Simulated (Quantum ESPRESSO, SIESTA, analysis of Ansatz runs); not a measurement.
# H_i (8-fold void) in Al2O3 (R-3c): how far do the levels depend on the k-points? (SIESTA), part 2 of 3

We place the charge-transition levels of H_i (8-fold void) in Al2O3 (R-3c) with atom-centred orbitals, then repeat the energies at other levels of method to see what holds. Model: a cell of 80 host atoms with 1 H put in.

SIESTA 5.4.2; SIESTA numerical-orbital DFT, PBEsol, DZP basis, PseudoDojo 0.4.1 potentials converted to PSML; charged supercells in a uniform background, point-charge correction with alignment at far sites.

So far. Step 2 (Band edges): The gap at this level is 5.88 eV.

### 3. Relaxing each charge state

Level of this step: SIESTA numerical-orbital DFT, PBEsol, DZP basis, PseudoDojo 0.4.1 potentials converted to PSML; relaxation of all atoms of a defect supercell (SIESTA).

Each state starts from the atoms near the defect displaced at random, so that no symmetry of the ideal site is imposed. An odd electron count needs spin polarisation, and the total moment is held fixed to keep the state apart from its neighbours in spin. Charge 0 is shown in full.

defect.fdf reads:

```
SystemName                      Al32HO48
SystemLabel                     defect
NumberOfSpecies                 3
NumberOfAtoms                   81
%block ChemicalSpeciesLabel
  1   13 Al
  2    8 O
  3    1 H
%endblock ChemicalSpeciesLabel
LatticeConstant                 1.0 Ang
%block LatticeVectors
     4.798502000     2.770416000     8.688724000
    -4.798502000     2.770416000     8.688724000
     0.000000000    -5.540834000     8.688724000
%endblock LatticeVectors
AtomicCoordinatesFormat         Fractional
%block AtomicCoordinatesAndAtomicSpecies
     0.328580262     0.318974773     0.321631597  1
     0.425906328     0.421483762     0.426857797  1
     0.073649258     0.073649258     0.073649232  1
     0.176350772     0.176350772     0.176350708  1
     0.222387963     0.027611968     0.375000011  2
     0.473653334     0.126814201     0.280237276  2
     0.027611998     0.374999995     0.222387949  2
     0.379102476     0.216475331     0.029164640  2
     0.129726369     0.272000102     0.472959367  2
     0.283590576     0.470591306     0.124163591  2
     0.323649228     0.323649228     0.823649292  1
     0.420425814     0.426547142     0.930087303  1
     0.073649258     0.073649258     0.573649232  1
     0.176350772     0.176350772     0.676350708  1
     0.222904084     0.027541884     0.879582182  2
     0.472388002     0.125000005     0.777612051  2
     0.029268305     0.375275658     0.716667509  2
     0.377067665     0.216084881     0.530241747  2
     0.125000004     0.277612006     0.972388047  2
     0.277612037     0.472388032     0.624999989  2
     0.323649228     0.823649228     0.323649292  1
     0.426350742     0.926350742     0.426350768  1
     0.068471965     0.578125396     0.072283175  1
     0.173755151     0.682609931     0.173697359  1
     0.219411010     0.529651698     0.371326213  2
     0.469964272     0.621249573     0.278756696  2
     0.028562996     0.880053764     0.220781094  2
     0.374698592     0.716969826     0.029196710  2
     0.125000004     0.777612006     0.472388047  2
     0.277612037     0.972388032     0.124999989  2
     0.326597643     0.820504850     0.819826459  1
     0.431237391     0.922811963     0.922883766  1
     0.073649258     0.573649258     0.573649232  1
     0.176350772     0.676350772     0.676350708  1
     0.218326879     0.531445618     0.871965948  2
     0.471626570     0.619432204     0.781288801  2
     0.027611998     0.874999995     0.722387949  2
     0.374999996     0.722387994     0.527611953  2
     0.130659939     0.773004384     0.972206021  2
     0.277612037     0.972388032     0.624999989  2
     0.823649228     0.323649228     0.323649292  1
     0.926350742     0.426350742     0.426350768  1
     0.571949666     0.079418378     0.069398011  1
     0.676537149     0.170402683     0.179437752  1
     0.727709744     0.028012564     0.373533481  2
     0.972388002     0.125000005     0.277612051  2
     0.522279621     0.379174091     0.224867724  2
     0.874263552     0.228334380     0.025804307  2
     0.625000004     0.277612006     0.472388047  2
     0.781910590     0.473035505     0.119142827  2
     0.818716157     0.323354403     0.829107840  1
     0.931133476     0.423845436     0.921958289  1
     0.573649258     0.073649258     0.573649232  1
     0.676350772     0.176350772     0.676350708  1
     0.722387963     0.027611968     0.875000011  2
     0.975142847     0.125726776     0.779768734  2
     0.532320219     0.369751640     0.724076675  2
     0.874999996     0.222387994     0.527611953  2
     0.626736954     0.276682065     0.967272846  2
     0.774727986     0.477668063     0.626179789  2
     0.823649228     0.823649228     0.323649292  1
     0.926350742     0.926350742     0.426350768  1
     0.571608845     0.579569074     0.069765957  1
     0.676350772     0.676350772     0.176350708  1
     0.722387963     0.527611968     0.375000011  2
     0.977164630     0.627093805     0.274112684  2
     0.527611998     0.874999995     0.222387949  2
     0.874999996     0.722387994     0.027611953  2
     0.622794158     0.773427157     0.474056346  2
     0.776097363     0.967908374     0.126154400  2
     0.823649228     0.823649228     0.823649292  1
     0.926350742     0.926350742     0.926350768  1
     0.569744463     0.579678461     0.572685901  1
     0.677949339     0.671623959     0.674906622  1
     0.720674459     0.532103539     0.870017184  2
     0.972388002     0.625000005     0.777612051  2
     0.528691858     0.872376218     0.727674289  2
     0.874999996     0.722387994     0.527611953  2
     0.629730308     0.775070613     0.968008152  2
     0.777612037     0.972388032     0.624999989  2
     0.497192500     0.498911044     0.003008118  3
%endblock AtomicCoordinatesAndAtomicSpecies
%block kgrid.MonkhorstPack
    1   0   0  0.25
    0   1   0  0.25
    0   0   1  0.25
%endblock kgrid.MonkhorstPack
XC.Functional                   GGA
XC.Authors                      PBEsol
PAO.BasisSize                   DZP
PAO.EnergyShift                 0.005 Ry
Mesh.Cutoff                     300 Ry
Spin                            polarized
%block DM.InitSpin
    10   0.200
    12   0.200
    47   0.200
    63   0.200
    81   0.200
%endblock DM.InitSpin
Spin.Fix                        true
Spin.Total                      1.0
OccupationFunction              FD
ElectronicTemperature           0.01 eV
MaxSCFIterations                150
SCF.MustConverge                true
SCF.Mixer.Method                Pulay
SCF.Mixer.Weight                0.1
SCF.Mixer.History               10
SCF.DM.Tolerance                3.0e-4
SCF.H.Tolerance                 3.0e-3 eV
WriteForces                     true
Charge.Mulliken                 end
SaveRho                         true
SaveElectrostaticPotential      true
Charge.Hirshfeld                end
Charge.Voronoi                  end
MD.TypeOfRun                    Broyden
MD.Steps                        90
MD.MaxForceTol                  0.04 eV/Ang
MD.MaxDispl                     0.15 Ang
WriteCoorStep                   true
AtomCoorFormatOut               Fractional
```

The run is started by

```
OMP_NUM_THREADS=1 siesta defect.fdf > defect.out
```

What it wrote:

```text
Version         : 5.4.2

                           ***********************
                           *  WELCOME TO SIESTA  *
                           ***********************

[...]
reinit: Reading from file defect.fdf

reinit: -----------------------------------------------------------------------
reinit: System Name: Al32HO48
reinit: -----------------------------------------------------------------------
reinit: System Label: defect
reinit: -----------------------------------------------------------------------

[...]
initatom: Reading input for the pseudopotentials and atomic orbitals ----------
Species number:   1 Atomic number:   13 Label: Al
Species number:   2 Atomic number:    8 Label: O
Species number:   3 Atomic number:    1 Label: H

[... pseudopotential checks and orbital generation ...]

prinput: Basis input

PAO.BasisType split

%block ChemicalSpeciesLabel
    1   13 Al                      # Species index, atomic number, species label
    2    8 O                       # Species index, atomic number, species label
    3    1 H                       # Species index, atomic number, species label
%endblock ChemicalSpeciesLabel

%block PAO.Basis                 # Define Basis set
# WARNING: This information might be incomplete!
Al                    2                    # Species label, number of l-shells
 n=3   0   2                         # n, l, Nzeta
   6.641      4.635
   1.000      1.000
 n=3   1   2 P   1                   # n, l, Nzeta, Polarization, NzetaPol
   8.738      6.223
   1.000      1.000
O                     2                    # Species label, number of l-shells
 n=2   0   2                         # n, l, Nzeta
   3.812      2.360
   1.000      1.000
 n=2   1   2 P   1                   # n, l, Nzeta, Polarization, NzetaPol
   4.715      2.899
   1.000      1.000
H                     1                    # Species label, number of l-shells
 n=1   0   2 P   1                   # n, l, Nzeta, Polarization, NzetaPol
   5.796      3.744
   1.000      1.000
%endblock PAO.Basis

prinput: ----------------------------------------------------------------------

coor:   Atomic-coordinates input format  =     Fractional

[...]
siesta: System type = bulk

initatomlists: Number of atoms, orbitals, and projectors:     81  1045  1205

[... echo of the settings ...]

siesta: k-grid: Number of k-points = 1
siesta: k-points from Monkhorst-Pack grid
siesta: k-cutoff (effective) =     4.799 Ang
siesta: k-point supercell and displacements
siesta: k-grid:     1     0     0      0.250
siesta: k-grid:     0     1     0      0.250
siesta: k-grid:     0     0     1      0.250

diag: Algorithm                                     = D&C
diag: Absolute tolerance                            =  0.100E-15
diag: Orthogonalization factor                      =  0.100E-05

superc: Internal auxiliary supercell:     5 x     5 x     5  =     125
superc: Number of atoms, orbitals, and projectors:  10125 130625 150625

                     ====================================
                        Begin Broyden opt. move =      0
                     ====================================

[...]
superc: Internal auxiliary supercell:     5 x     5 x     5  =     125
superc: Number of atoms, orbitals, and projectors:  10125 130625 150625

outcell: Unit cell vectors (Ang):
        4.798502    2.770416    8.688724
       -4.798502    2.770416    8.688724
        0.000000   -5.540834    8.688724

outcell: Cell vector modules (Ang)   :   10.305084   10.305084   10.305084
outcell: Cell angles (23,13,12) (deg):     55.5038     55.5038     55.5038
outcell: Cell volume (Ang**3)        :    693.0396
[...]
Initializing Density Matrix...

[...]
DM filled with atomic data (user-defined):

InitMesh: MESH = 96 x 96 x 96 = 884736
InitMesh: Mesh cutoff (required, used) =   300.000   337.390 Ry

[...]
iscf     Eharris(eV)        E_KS(eV)     FreeEng(eV)     dDmax     Ef_up Ef_dn(eV) dHmax(eV)
   scf:    1   -23341.862649   -23634.900997   -23634.900997  0.751813 -5.713283-10.612644  7.142384
[...]
scf:    2   -23677.566046   -23657.165228   -23657.165228  0.018113 -6.033662-10.233436  5.329591
[...]
scf:    3   -23697.110239   -23686.718264   -23686.718264  0.065235 -5.235914 -8.726698  1.533269
[...]
scf:    4   -23686.779443   -23686.750752   -23686.750752  0.001938 -5.244048 -8.735007  1.438363
[...]
scf:    5   -23686.845086   -23686.804758   -23686.804758  0.010985 -5.230919 -8.721989  0.707076
[...]
scf:    6   -23686.828890   -23686.817320   -23686.817320  0.008416 -5.208095 -8.699702  0.228728
[...]
scf:    7   -23686.817509   -23686.817459   -23686.817459  0.002050 -5.207039 -8.698693  0.143022
[...]
scf:    8   -23686.820685   -23686.819580   -23686.819580  0.002660 -5.359413 -8.698879  0.064594
[...]
scf:    9   -23686.819791   -23686.819688   -23686.819688  0.001175 -5.358851 -8.698448  0.022492
[...]
scf:   10   -23686.819749   -23686.819730   -23686.819730  0.000227 -5.358165 -8.697749  0.027404
[...]
scf:   11   -23686.819751   -23686.819742   -23686.819742  0.000255 -5.358581 -8.698215  0.004515
[...]
scf:   12   -23686.819752   -23686.819748   -23686.819748  0.000136 -5.358540 -8.698182  0.001296
[...]
DM extrapolation coefficients:
1   1.00000
New DM after history re-use:

[...]
iscf     Eharris(eV)        E_KS(eV)     FreeEng(eV)     dDmax     Ef_up Ef_dn(eV) dHmax(eV)
   scf:    1   -23687.974020   -23687.969617   -23687.969617  0.002319 -6.072675 -8.795838  0.011334
[...]
scf:    2   -23687.969404   -23687.969572   -23687.969572  0.000283 -6.072659 -8.795798  0.026538
[...]
scf:    3   -23687.969672   -23687.969649   -23687.969649  0.000178 -6.072666 -8.795821  0.002630
     spin moment: {S} , |S| = {        0.0        0.0    1.00000 }     1.00000

SCF Convergence by DM+H criterion
[...]
SCF cycle converged after 3 iterations

[...]
siesta: E_KS(eV) =           -23687.9696

siesta: Atomic forces (eV/Ang):
     1    0.007733    0.007747    0.021791
     2   -0.001208    0.002935    0.012870
     3   -0.000689   -0.008647   -0.001940
     4   -0.001838    0.008572   -0.007807
     5   -0.007516    0.001771   -0.011244
     6   -0.002764    0.011549   -0.001345
     7    0.008122   -0.000459   -0.013677
     8    0.001513    0.018226   -0.003802
     9   -0.017306    0.014649    0.012891
    10    0.020645    0.002123    0.008643
[...]
77   -0.014924   -0.007130    0.008732
    78    0.010275   -0.013409   -0.002804
    79   -0.003484   -0.002841    0.000799
    80   -0.003111   -0.009271   -0.012874
    81    0.000406    0.026403    0.003061
   Tot    0.010025    0.006869   -0.027394
   Max    0.032961
   Res    0.009875    sqrt( Sum f_i^2 / 3N )
   Max    0.032961    constrained

Stress tensor Voigt[x,y,z,yz,xz,xy] (kbar):      -12.94      -12.86       -2.12       -0.03        0.04       -0.00
[...]
outcoor: Relaxed atomic coordinates (fractional):
    0.32331890    0.32212773    0.32515906   1       1  Al
    0.42681275    0.42560292    0.42712835   1       2  Al
    0.07395481    0.07383920    0.07310157   1       3  Al
    0.17654046    0.17636111    0.17655712   1       4  Al
    0.22267957    0.02754476    0.37492019   2       5  O
    0.47292857    0.12452963    0.27723701   2       6  O
    0.02677967    0.37496562    0.22240449   2       7  O
    0.37538023    0.22185344    0.02758569   2       8  O
    0.12482182    0.27694528    0.47290292   2       9  O
    0.27208635    0.46981766    0.12905553   2      10  O
    0.32388217    0.32318589    0.82318332   1      11  Al
    0.42636822    0.42561594    0.92631890   1      12  Al
    0.07389966    0.07333411    0.57358033   1      13  Al
    0.17678462    0.17592710    0.67643803   1      14  Al
    0.22251437    0.02824044    0.87438881   2      15  O
    0.47294563    0.12456970    0.77739844   2      16  O
    0.02896371    0.37445759    0.72140981   2      17  O
    0.37507255    0.22125494    0.52853276   2      18  O
[...]
0.32374779    0.82327902    0.32308584   1      21  Al
    0.42649502    0.92595123    0.42628296   1      22  Al
[...]
0.67644350    0.67615085    0.17582469   1      64  Al
[...]
0.82389590    0.82351394    0.82315882   1      71  Al
    0.92671850    0.92616039    0.92627409   1      72  Al
    0.57361020    0.57331427    0.57237314   1      73  Al
    0.67724989    0.67673932    0.67416817   1      74  Al
[...]
0.97336365    0.62530154    0.77666415   2      76  O
    0.52800517    0.87420584    0.72234533   2      77  O
    0.87574750    0.72240363    0.52653185   2      78  O
    0.62515059    0.77742266    0.97195580   2      79  O
    0.77829466    0.97208194    0.62453692   2      80  O
    0.49908123    0.49839698    0.00182976   3      81  H

[...]
siesta: Final energy (eV):
siesta:  Band Struct. =   -5906.787345
siesta:       Kinetic =   15654.674178
siesta:       Hartree =    5777.495492
[...]
siesta:         Exch. =   -5953.123714
siesta:         Corr. =    -532.002388
[...]
siesta:   Exch.-corr. =   -6485.126102
siesta:  Ion-electron =  -25894.235427
siesta:       Ion-ion =  -12740.777790
[...]
siesta:         Total =  -23687.969649
siesta:      Fermi_up =      -6.072666
siesta:      Fermi_dn =      -8.795821

siesta: Stress tensor (static) (eV/Ang**3):
siesta:    -0.008077    0.000001    0.000022
siesta:    -0.000001   -0.008026   -0.000022
siesta:     0.000022   -0.000022   -0.001322

siesta: Cell volume =        693.039557 Ang**3

siesta: Pressure (static):
siesta:                Solid            Molecule  Units
siesta:           0.00006326          0.00006402  Ry/Bohr**3
siesta:           0.00580857          0.00587838  eV/Ang**3
siesta:           9.30636082          9.41819916  kBar

[...]
mulliken: Qtot =      193.000

[...]
mulliken: Qtot =      192.000

Mulliken Atomic Populations:
Atom #   charge [q] valence [e]      Sz [e]  Species
     1     0.656195    2.343805   -0.008303  Al
     2     0.602147    2.397853    0.006283  Al
     3     0.626340    2.373660    0.000151  Al
     4     0.630738    2.369262    0.000851  Al
     5    -0.418836    6.418836    0.000055  O
     6    -0.420659    6.420659   -0.000216  O
     7    -0.417234    6.417234    0.001496  O
     8    -0.419276    6.419276   -0.000149  O
     9    -0.416132    6.416132    0.000017  O
    10    -0.431979    6.431979    0.046914  O
    11     0.619621    2.380379    0.000214  Al
    12     0.608366    2.391634    0.057789  Al
    13     0.624271    2.375729    0.001479  Al
    14     0.614847    2.385153    0.004920  Al
    15    -0.415482    6.415482    0.000755  O
    16    -0.417287    6.417287   -0.000031  O
    17    -0.415742    6.415742    0.000704  O
    18    -0.415549    6.415549    0.000752  O
[...]
21     0.630266    2.369734    0.000809  Al
    22     0.626165    2.373835    0.000194  Al
[...]
64     0.618813    2.381187    0.000218  Al
[...]
71     0.630620    2.369380    0.000794  Al
    72     0.626553    2.373447    0.000183  Al
    73     0.602952    2.397048    0.006005  Al
    74     0.654187    2.345813   -0.007985  Al
[...]
76    -0.417464    6.417464    0.001381  O
    77    -0.420403    6.420403   -0.000210  O
    78    -0.416145    6.416145    0.000015  O
    79    -0.419393    6.419393   -0.000140  O
    80    -0.418001    6.418001    0.000057  O
    81     0.108535    0.891465    0.593467  H
 Total    -0.000000                1.000000

[...]
Job completed
```

The job ended after 2 h (1 MPI rank of Arm Neoverse V1, shared host; peak memory 2.3 GiB).

The steps and moves of this run count from the displaced start.

The steps of the relaxation:

```tsv
step	energy less that of the first step (eV)	largest force (eV/Å)
0	0.0000	1.6645
1	-0.7755	1.0417
2	-1.0343	0.5142
3	-1.1116	0.1826
4	-1.1390	0.1003
5	-1.1471	0.0447
6	-1.1499	0.0349
```

The atoms that moved most (Å):

```tsv
atom	dx	dy	dz	length
O10	-0.052	-0.061	-0.064	0.102
O28	-0.065	0.019	0.060	0.090
O36	-0.047	0.072	-0.012	0.087
O47	0.080	-0.018	0.015	0.083
O75	0.048	0.010	0.043	0.065
Al51	0.034	0.053	-0.002	0.063
Al43	0.046	-0.037	-0.010	0.060
O66	-0.020	-0.042	-0.032	0.056
```

Neighbours of H81 at the end:

```tsv
atom	distance (Å)
Al12	1.920
Al63	1.921
O47	2.036
O10	2.036
O59	2.044
O28	2.046
O36	2.057
O75	2.060
```

Energies on the run's own zero. States near gap, by row:

```tsv
spin	k	band	energy (eV)	filled by count
up	0	189	-9.268	1
up	0	190	-9.268	1
up	0	191	-9.088	1
up	0	192	-9.088	1
up	0	193	-6.446	1
up	0	194	-2.732	0
up	0	195	-1.312	0
up	0	196	-0.3573	0
up	0	197	-0.173	0
down	0	188	-9.27	1
down	0	189	-9.261	1
down	0	190	-9.26	1
down	0	191	-9.077	1
down	0	192	-9.077	1
down	0	193	-4.542	0
down	0	194	-2.656	0
down	0	195	-1.283	0
down	0	196	-0.2903	0
```

Spin density in the ac plane at fractional y = 0.496, through the centre, with atoms of O and H within 0.45 Å of it.

Values in units of 1e-1 e/Å³, 13 rows by 16 columns, each cell a mean:
```
0.0 0.0 0.0 0.0 0.0 0.0 0.1 1.2 3.6 1.0 0.1 0.2 0.0 0.0 0.0 0.0
0.0 0.0 0.0 0.0 0.0 0.0 0.0 0.0 0.2 0.2 0.0 0.6 0.1 0.1 0.0 0.0
0.0 0.0 0.0 0.0 0.0 0.0 0.0 0.0 0.0 0.0 0.0 0.0 0.0 0.1 0.0 0.0
0.0 0.0 0.0 0.0 0.0 0.0 0.0 0.0 0.0 0.0 0.0 0.0 0.0 0.0 0.0 0.0
0.0 0.0 0.0 0.0 0.0 0.0 0.0 0.0 0.0 0.0 0.0 0.0 0.0 0.0 0.0 0.0
0.0 0.0 0.0 0.0 0.0 0.0 0.0 0.0 0.0 0.0 0.0 0.0 0.0 0.0 0.0 0.0
0.0 0.0 0.0 0.0 0.0 0.0 0.0 0.0 0.0 0.0 0.0 0.0 0.0 0.0 0.0 0.0
0.0 0.0 0.0 0.0 0.0 0.0 0.0 0.0 0.0 0.0 0.0 0.0 0.0 0.0 0.0 0.0
0.0 0.0 0.0 0.0 0.0 0.0 0.0 0.0 0.0 0.0 0.0 0.0 0.0 0.0 0.0 0.0
0.0 0.0 0.0 0.0 0.0 0.0 0.0 0.0 0.0 0.0 0.0 0.0 0.0 0.0 0.0 0.0
0.0 0.0 0.1 0.2 0.1 0.0 0.0 0.0 0.0 0.0 0.0 0.0 0.0 0.0 0.0 0.0
0.0 0.0 0.0 0.1 0.7 0.3 0.2 0.6 0.2 0.0 0.0 0.0 0.0 0.0 0.0 0.0
0.0 0.0 0.0 0.0 0.0 0.1 0.4 4.1 4.3 0.5 0.0 0.0 0.0 0.0 0.0 0.0
```
Columns run along a (10.3 Å), rows up along c (10.3 Å). Atoms in or near the plane, at fractional coordinates: O at (0.27, 0.13), O at (0.28, 0.62), O at (0.22, 0.37), O at (0.22, 0.87), O at (0.78, 0.12), O at (0.78, 0.62), O at (0.72, 0.37), O at (0.73, 0.87), H at (0.50, 0.00).

(Part 2 of 3 ends here.)

[Logs are printed without paths, hosts, clocks, repeated set-up lines and the standing remarks that a program may print on its own settings, such as how far it seeks lower states.]

[Hosts, paths, dates, database ids (printed as entryN), source tags and the programs' standing remarks are cut or masked in the printed files.]

[For some hosts the program warned that the k-mesh of the response run may be too coarse for force constants and the static dielectric constant; such warnings are not shown here.]

[Charge tables in the logs are Mulliken or Hirshfeld populations, whose sizes and signs can differ; where basis functions stand at a vacancy, SIESTA counts their charge against the missing atom's valence.]

[In relaxation paths of CP2K, step 0 can be the structure after the first move, since the trajectory file begins there, and the last row can be the final structure solved once more.]
